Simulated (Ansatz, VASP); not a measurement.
# C (V_C) in two plane-wave programs, part 2 of 2

Wanted: the spread between two codes on one cell, functional and k mesh. The cell is taken from a series of runs on this material, whose earlier steps may have relaxed, scaled, displaced or heated it; both programs get it as it stands.

VASP 6.6.1 and Ansatz 0.2.0.

So far. Step 2 (VASP: single point, PBE0 form with 17 % exact exchange …): The run ends at a pressure of -0.79 GPa, with forces up to 0.070 eV/Å.

In doubt: the hybrid run may have settled on a false gap or state, so the values of those runs are not to be relied on; a hybrid run on one k-point, which bears on gaps, levels and energies.

## 3. Ansatz: single point, PBE0 form with 17 % exact exchange with an exact-exchange share of 0.17

Level of this step: Ansatz beside VASP: Kohn-Sham DFT, plane waves, PBE0 form with 17 % exact exchange (Ansatz).

Ansatz runs on its default PAW (the set named soft_2) files.

The same cell, functional, mesh and smearing now go to Ansatz.

input.yaml

```yaml
crystal:
  checkpoint: "../q0.relax_smeared.run"
  host: checkpoint
basis:
  ecutwfc: 420
  xc_grid: 2
hamiltonian:
  xc: { preset: pbe0, exx: 0.17 }
kpoints:
  mp_grid: { grid: [1, 1, 1] }
scf:
  occupations: { method: fermi_dirac, width: 0.01 }
  max_iter: 100
output:
  forces: true
  charged_corrections:
    epsilon: 5.87
    static_epsilon: 5.87
    defect_position: [0.416667, 0.416667, 0.416667]
  eigenvalues: true
  eigenstates: { localisation: true }
  populations: true
checkpoint:
  read: "../q0.relax_smeared.run"
  write: "../q0.hyb.run"
  compress: false
  write_wavefunctions: false
  write_every: 100000
```

Launch:

```
$ ansatz run input.yaml --threads 4 --pin off --max-ram 9420MiB --backend cpu --events-out ev --progress --plain --runs-dir out
```

Numbers of over 12 decimals in the logs are rounded to 6 here.

The log of the run:

```text
Warning: checkpoint.read: hamiltonian.xc differs: saved pbe, current {"exchange":"pbe","correlation":"pbe","exx":{"coeff":0.17,"omega":null}}; the SCF iterates under this deck's functional from the saved state
crystal.checkpoint: the structure is that of <dir>, a `relax` run, at its step 7: its result, under pbe at a charge of 0 e; 53 atoms read, 0 with a starting moment; this deck's functional is {"exchange":"pbe","correlation":"pbe","exx":{"coeff":0.17,"omega":null}}; crystal.structure_sha256 for this input is
Engine: ansatz 0.2.0, aarch64-unknown-linux-gnu
Pseudopotentials: kind: paw
Pseudopotential: C, paw, valence charge 4, recommended cutoff 420 eV (normal), C.paw.azcp
Functional definition: unnamed
  parameter a_1 = 0.17
  exchange = (1 - a_1)*pbe_x + a_1*exact_x
  correlation = pbe_c
Crystal: 53 atoms, lattice volume = 307.524 Å³
Basis set: ecut = 420 eV, 5985 PW (Γ), exchange–correlation on 108×108×108 points (8 copies of the dense FFT grid, shifted against one another)
Bands: 159, of which v1, the nominal top of the filled ones, is band 106 counted from 1 (105 counted from 0)
Symmetry: 1 space group operations
Space group: P1 (ITA 1), of the structure as read, at distance tolerance 6.7e-5 Å
k-points: 1
Non-local potential: C, projectors of the file, l = 0: 2, l = 1: 2, l = 2: 1
PAW form: soft (Blöchl's): semilocal exchange-correlation on the pseudo side does not see the compensation charge
PAW frozen core: C, regenerated for the run's functional, and the local potential with it (the file was generated under x = pbe(κ = 0.804, μ = 0.219515), c = pbe(β = 0.066725))
PAW one-centre angular grid: C, 110 points (default); XC on 64 Gauss nodes
Initial density: read from a saved state, or passed on in memory by an earlier SCF of this step, an earlier step, the calling program or the single point that the run made first
Initial wavefunctions: pseudopotential atomic-orbital guess
Functional: x = pbe(κ = 0.804, μ = 0.219515), c = pbe(β = 0.066725), warm-up for x = 0.83 pbe(κ = 0.804, μ = 0.219515) + 0.17 exact, c = pbe(β = 0.066725)
iter 1 solved again at ethr=3.23e-7 eV; its pass at ethr=1.00e-1 eV (dr2=6.85e-4 eV) is discarded
SCF iter   1: F=—  HF=-13273.078692 eV  |F-HF|=—  |Δ(HF+E_count)|=         —  Δρ=1.56e-4  dr2=4.32e-5  ethr=3.23e-7  ⟨swp⟩=11.0  Hψ=1318  notcnv=0
preconditioner: auto → none  [insulator: Δε(μ)=0.143 eV  Ē_g=16.108 eV  σ=0.010 eV  W_gap=1.00  n_scr=88 (ndim 8)  ℏωp=30.8 eV  f_vac=0.000  D(μ)=0.43/eV (n_scr^D=0)]
SCF iter   2: F=—  HF=-13273.078676 eV  |F-HF|=—  |Δ(HF+E_count)|=   1.67e-5  Δρ=6.03e-5  dr2=5.84e-6  ethr=2.04e-8  ⟨swp⟩=3.0  Hψ=268  notcnv=0
iter 3 solved again at ethr=6.52e-11 eV; its pass at ethr=2.76e-9 eV (dr2=1.38e-7 eV) is discarded
SCF iter   3: F=-13273.078673 eV  HF=-13273.078673 eV  |F-HF|=1.03e-7  |Δ(HF+E_count)|=   2.42e-6  Δρ=6.58e-6  dr2=1.39e-7  ethr=6.52e-11  ⟨swp⟩=3.0  Hψ=590  notcnv=0
SCF 1 stopped early in 3 iterations: F = -13273.078673 eV  dr2 = 1.39e-7
  greatest PAW one-centre occupation: 0.649 electrons in one spin orbital (limit 2), on the C atom at site 31 (counted from 0), in its partial waves of l = 0
the semilocal start has a gap of 0.143 eV: under exact exchange another state, often on complex orbitals, can lie lower than the one that it leads to. A single point with scf.lower_state_search: full and scf.eigensolver.gamma_real: false can look for it
Initial density: handed on by an earlier stage of this run
Initial wavefunctions: those handed on with the density
Functional: x = 0.83 pbe(κ = 0.804, μ = 0.219515) + 0.17 exact, c = pbe(β = 0.066725)
Exchange kernel: α = 0.1700, full range, Wigner–Seitz truncation, v(0) = 1579.4206 eV·Å³, q-mesh 1×1×1, nearest image of the exchange supercell L = 7.58 Å, pair-density grid 30×30×30, without the augmentation charges, whose exchange is taken in its separable form (sized by the pseudopotential files, 45×45×45 at the most)
Frozen-core exchange: fock
SCF iter   1: F=—  HF=-13276.853152 eV  |F-HF|=—  |Δ(HF+E_count)|=         —  Δρ=7.16e-3  dr2=6.88e-2  ethr=6.54e-10  ⟨swp⟩=14.0  Hψ=1248  notcnv=0
preconditioner: auto → none  [insulator: Δε(μ)=1.065 eV  Ē_g=18.204 eV  σ=0.010 eV  W_gap=1.00  n_scr=88 (ndim 8)  ℏωp=30.8 eV  f_vac=0.000  D(μ)=0.00/eV (n_scr^D=0)]
SCF iter   2: F=—  HF=-13276.828680 eV  |F-HF|=—  |Δ(HF+E_count)|=   2.45e-2  Δρ=3.05e-3  dr2=1.24e-2  ethr=6.54e-10  ⟨swp⟩=7.0  Hψ=791  notcnv=0
SCF iter   3: F=—  HF=-13276.854546 eV  |F-HF|=—  |Δ(HF+E_count)|=   2.59e-2  Δρ=1.76e-3  dr2=1.75e-2  ethr=6.54e-10  ⟨swp⟩=6.0  Hψ=774  notcnv=0
SCF iter   4: F=—  HF=-13276.870205 eV  |F-HF|=—  |Δ(HF+E_count)|=   1.57e-2  Δρ=4.92e-3  dr2=1.51e-1  ethr=6.54e-10  ⟨swp⟩=6.0  Hψ=806  notcnv=0  recentre
[...]
preconditioner: auto → none  [insulator: Δε(μ)=1.075 eV  Ē_g=18.214 eV  σ=0.010 eV  W_gap=1.00  n_scr=88 (ndim 8)  ℏωp=30.8 eV  f_vac=0.000  D(μ)=0.00/eV (n_scr^D=0)]
SCF iter   2: F=—  HF=-13276.851528 eV  |F-HF|=—  |Δ(HF+E_count)|=   1.85e-6  Δρ=2.14e-5  dr2=2.91e-6  ethr=8.60e-9  ⟨swp⟩=3.0  Hψ=266  notcnv=0
SCF iter   3: F=—  HF=-13276.851528 eV  |F-HF|=—  |Δ(HF+E_count)|=   2.34e-7  Δρ=1.08e-5  dr2=7.34e-7  ethr=1.16e-9  ⟨swp⟩=3.0  Hψ=266  notcnv=0
SCF iter   4: F=—  HF=-13276.851528 eV  |F-HF|=—  |Δ(HF+E_count)|=   3.79e-8  Δρ=3.86e-6  dr2=3.06e-7  ethr=1.72e-10  ⟨swp⟩=2.0  Hψ=265  notcnv=0
SCF iter   5: F=—  HF=-13276.851529 eV  |F-HF|=—  |Δ(HF+E_count)|=   8.17e-7  Δρ=1.48e-5  dr2=1.25e-6  ethr=1.42e-11  ⟨swp⟩=4.0  Hψ=411  notcnv=0
SCF iter   6: F=—  HF=-13276.851529 eV  |F-HF|=—  |Δ(HF+E_count)|=   1.01e-7  Δρ=1.77e-5  dr2=1.63e-6  ethr=1.42e-11  ⟨swp⟩=3.0  Hψ=336  notcnv=0
SCF iter   7: F=—  HF=-13276.851528 eV  |F-HF|=—  |Δ(HF+E_count)|=   7.16e-7  Δρ=7.40e-6  dr2=6.62e-7  ethr=1.42e-11  ⟨swp⟩=4.0  Hψ=455  notcnv=0
SCF iter   8: F=—  HF=-13276.851529 eV  |F-HF|=—  |Δ(HF+E_count)|=   5.41e-7  Δρ=2.95e-6  dr2=1.03e-7  ethr=1.42e-11  ⟨swp⟩=4.0  Hψ=391  notcnv=0
SCF iter   9: F=—  HF=-13276.851529 eV  |F-HF|=—  |Δ(HF+E_count)|=   7.37e-8  Δρ=1.09e-6  dr2=1.10e-8  ethr=1.42e-11  ⟨swp⟩=3.0  Hψ=328  notcnv=0
SCF iter  10: F=-13276.851529 eV  HF=-13276.851529 eV  |F-HF|=5.49e-10  |Δ(HF+E_count)|=   3.06e-9  Δρ=2.85e-7  dr2=1.32e-9  ethr=3.27e-12  ⟨swp⟩=3.0  Hψ=304  notcnv=0
SCF 3 converged in 10 iterations: F = -13276.851529 eV  dr2 = 1.32e-9
  Residual-converged pass: ⟨swp⟩=3.0  Hψ=266  notcnv=0  max |occ|·‖R‖ = 7.9e-7 eV (tolerance 1.0e-6 eV)  dr2=1.33e-9  dr2_onsite=3.55e-12  max |Δocc| = 0.0e0
hybrid outer 2: dexx = +1.380e-6 eV, tail = 3.51e-9 eV, Δε = 5.24e-4 eV (about 8.82e-6 eV left of the loop's levels), ΔF = 2.15e-3 eV/Å (tail 1.50e-4)
WARN: the filled states extend beyond the cell (their overlap across the Brillouin zone is 0.153, against 0 in a metal and nearly 1 for localised states). With one k-point a hybrid's gap, moments and forces can then be wrong. Use a denser k-mesh, or a larger cell for a defect
hybrid SCF converged: 2 outer / 18 inner (+3 warm-up), last move |dexx| = 1.38e-6 eV, tail = 3.51e-9 eV
Stability not checked: this state was not tested for a lower state beside it, because the functional holds exact exchange (a hybrid, or Hartree-Fock), whose exchange loop this test does not read (fock_operator; see scf.lower_state_search)
Free energy (F): -13276.851529 eV
Frozen-core exchange: fock
Harris-Foulkes:  -13276.851529 eV  (|F-HF|=5.49e-10)
Internal energy: -13276.851529 eV  (E = F + TS)
E sigma→0 (E₀):  -13276.851529 eV
Fermi energy:    15.086854 eV
--- Per-component energies (eV) ---
  E_band       = 594.289643
  E_kinetic    = 4915.328125
  E_local      = -3536.488427  (includes V_loc(G=0)·N_el)
  E_nonlocal   = 1387.520232
  E_hartree    = 823.401629
  E_xc         = -2182.189356
  E_vxc        = -2706.438955  (∫ρ·V_xc dr)
  E_exx        = -388.624135  (= α·E_x^exact, valence–valence)
  E_paw        = -5267.573325  (= ΣΔE_a)
  E_vpaw       = -335.186882  (= ΣTr[D̂ρ^β])
  E_aug_tail   = 0.000484  (compensation charges beyond the density's cutoff)
  E_ewald      = -9027.606856
  E_core_change = -0.619899  (= ΣΔE_core)
  E_smearing   = -0.000000  (= −TS)
  E_closure    = -0.000000  (closes the sum)
  Σ components = -13276.851529   (vs F -13276.851529, Δ=0.00e0)
--- Forces (eV/Å), atoms counted from 1 ---
  atom   1  C      0.00572568     0.00716832     0.01187814
  atom   2  C     -0.00258166    -0.00492637     0.00982542
  atom   3  C     -0.00717491     0.00454096     0.08962925
  atom   4  C      0.00656542     0.00360840     0.01049682
  atom   5  C     -0.00830326    -0.00586916     0.01167215
  atom   6  C      0.00289513    -0.00056774    -0.00901905
  atom   7  C     -0.00160578    -0.01241594     0.00142542
  atom   8  C      0.00709403    -0.00505794    -0.01043283
  atom   9  C      0.01134664    -0.00141092    -0.00107221
  atom  10  C     -0.00411560    -0.04946044    -0.04198968
  atom  11  C     -0.01544087     0.01365168     0.02039293
  atom  12  C      0.05179849     0.00687297    -0.04199174
  atom  13  C     -0.00651540     0.00545492    -0.01332629
  atom  14  C     -0.00134968    -0.00092071    -0.00105414
  atom  15  C     -0.01471965     0.01575190     0.00074281
  atom  16  C     -0.00767914     0.00707420    -0.04904372
  atom  17  C     -0.01593154     0.01589436    -0.00047730
  atom  18  C      0.00327874     0.00016904    -0.00032846
  atom  19  C     -0.01626386     0.00072380    -0.00132134
  atom  20  C     -0.00512084     0.00389205    -0.01108939
  atom  21  C     -0.00180263     0.01634394     0.00192692
  atom  22  C     -0.04807501    -0.00550926    -0.04398824
  atom  23  C      0.01095070    -0.01426828     0.01983987
  atom  24  C      0.00745400     0.05104868    -0.04150568
[...]
atom  46  C     -0.01371097    -0.01380246     0.00093797
  atom  47  C      0.01046540    -0.01485608    -0.00581209
  atom  48  C      0.01299986     0.01627898    -0.01981803
  atom  49  C     -0.00153834    -0.00031829     0.00974375
  atom  50  C     -0.01521695    -0.01511281    -0.01975334
  atom  51  C      0.00942388     0.01432861     0.00448250
  atom  52  C     -0.00006419     0.00098251     0.00010186
  atom  53  C     -0.01206746    -0.01030136     0.00547481
  max |Σ_I F_I| component: 2.29e-5 eV/Å
--- Band table (eV) ---
  k-point 0: bands = [... 102 lower, 11.6275, 11.6277, 11.6724, 14.5526, 15.6280, 15.6282, 17.7537, 17.7771, ... 49 higher]
--- Löwdin populations: 53 sites ---
  site symbol       q [e]
     0      C      3.9837
     1      C      3.9920
     2      C      3.9884
     3      C      3.9920
     4      C      3.9837
     5      C      3.9872
     6      C      3.9577
     7      C      3.9920
     8      C      3.9577
     9      C      3.9777
    10      C      3.9758
    11      C      3.9777
    12      C      3.9837
    13      C      3.9845
    14      C      3.9797
    15      C      3.9686
    16      C      3.9797
    17      C      3.9845
    18      C      3.9578
    19      C      3.9920
    20      C      3.9578
    21      C      3.9777
    22      C      3.9758
    23      C      3.9777
[...]
45      C      3.9797
    46      C      3.9857
    47      C      3.9758
    48      C      3.9872
    49      C      3.9758
    50      C      3.9857
    51      C      3.9884
    52      C      3.9857
  spilling = 0.003863 (of n_electrons = 212.000000)
```

## 4. Differences

Known differences besides the potentials themselves: exact exchange at q = 0 is treated differently, which shows on coarse meshes; VASP keeps PBE cores, Ansatz makes them for the functional; the cutoff is 420 eV in Ansatz and 520 eV in VASP (PREC = Accurate, projectors in real space); VASP takes a coarser grid for exact exchange (PRECFOCK = Fast). Total energies have different zeros and are not compared.

The two programs side by side:

| quantity | Ansatz | VASP | difference |
| --- | --- | --- | --- |
| gap on the k mesh (eV) | 1.075 | 1.231 | -0.155 |

Forces on 7 of the 53 atoms, those with the largest forces and the largest differences (eV/Å; atoms numbered as in POSCAR):

```
atom          Ansatz x, y, z            VASP x, y, z
  C3    -0.007, 0.005, 0.090    -0.002, 0.006, 0.070
 C12    0.052, 0.007, -0.042   0.045, -0.006, -0.039
 C25  -0.003, -0.002, -0.086  -0.003, -0.001, -0.059
 C27    0.016, 0.015, -0.072    0.011, 0.009, -0.042
 C28  -0.016, -0.017, -0.075  -0.013, -0.016, -0.055
 C32    -0.018, 0.017, 0.075    -0.017, 0.007, 0.048
 C44    0.016, -0.017, 0.073    0.009, -0.017, 0.050
```

The forces differ by 7.2 meV/Å r.m.s., which is 35.2 % of the r.m.s. force of 0.021 eV/Å (both taken over all components). A gap on the mesh is an upper bound, since the band edges may lie between its points.

## 5. What came out

```json
{
 "difference in gap on the k mesh (single point, PBE0 form with 17 % exact exchange with an exact-exchange share of 0.17)": "-0.16 eV",
 "r.m.s. force difference (single point, PBE0 form with 17 % exact exchange with an exact-exchange share of 0.17)": "7.2 meV/Å"
}
```

The difference in gap on the k mesh is -0.16 eV (single point, PBE0 form with 17 % exact exchange with an exact-exchange share of 0.17), beyond the 0.08 eV picked in this series as the mark of a large difference. What causes the difference of the single point, PBE0 form with 17 % exact exchange with an exact-exchange share of 0.17 pair stays open here. How closely two codes agree says nothing of how well the functional describes the real material.

[Lines on the potential files, build, host, timing and source positions are cut from VASP's logs without a mark.]

[Logs are printed without paths, hosts, clocks, repeated set-up lines and the standing remarks that a program may print on its own settings, such as how far it seeks lower states.]

[Hosts, paths, dates, database ids (printed as entryN), source tags and the programs' standing remarks are cut or masked in the printed files.]
